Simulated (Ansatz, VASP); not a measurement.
## Two plane-wave programs on Ti

INCAR

```
SYSTEM = Ti
PREC = Accurate
ENCUT = 520
EDIFF = 1E-7
ISMEAR = 0
SIGMA = 0.15
LREAL = .FALSE.
LASPH = .TRUE.
NELM = 60
ALGO = Fast
ISIF = 2
LWAVE = .FALSE.
LCHARG = .FALSE.
GGA = PS
NBANDS = 12
```

File KPOINTS:

```
Automatic mesh
0
G
  22 22 22
  0 0 0
```

File POSCAR:

```
Ti
1.0
   -1.6043863414      1.6043863414      1.8630134196
    1.6043863414     -1.6043863414      1.8630134196
    1.6043863414      1.6043863414     -1.8630134196
Ti
1
Direct
    0.0000000000      0.0000000000      0.0000000000
```

Input for Ansatz:

```yaml
crystal:
  lattice:
    - [-1.6043863414, 1.6043863414, 1.8630134196]
    - [1.6043863414, -1.6043863414, 1.8630134196]
    - [1.6043863414, 1.6043863414, -1.8630134196]
  atoms:
    - { symbol: Ti, position: [0.0, 0.0, 0.0] }
basis:
  ecutwfc: 520.0
kpoints:
  mp_grid: { grid: [22, 22, 22] }
hamiltonian:
  xc: pbesol
  pseudopotentials: { kind: paw, azcp: { folder: soft_1 } }
scf:
  occupations: { method: gaussian, width: 0.15 }
output:
  forces: true
  stress: true
  eigenvalues: true
```

Alike in both runs: task single point; functional PBEsol; k mesh 22 × 22 × 22; occupations gaussian, width 0.15 eV; no spin polarisation.

|  | VASP | Ansatz |
| --- | --- | --- |
| version | VASP 6.6.1 | Ansatz 0.2.0 |
| potentials or method | VASP PAW PBE potentials, release 64 (Ti_sv) | scalar-relativistic, plane waves, PAW |
| plane-wave cutoff (eV) | 520 | 520 |
| valence electrons in the cell | 12 | 12 |

```csv
,VASP,Ansatz,Ansatz less VASP
gap on the k mesh at the Fermi level (eV),none,none,-
pressure (GPa),-12.7,-12.7,+0.06
largest component of the traceless stress (GPa),2.02,2.02,+0.004
```

A gap of «none» marks a metal or a gap that the smearing closes. The functional is the same, so the differences come from potentials, cutoffs and numerics. Ansatz warned: «pseudo_functional_mismatch».

Caveats: the PAW data sets were made with another functional, which shifts forces and pressure a little (VASP).
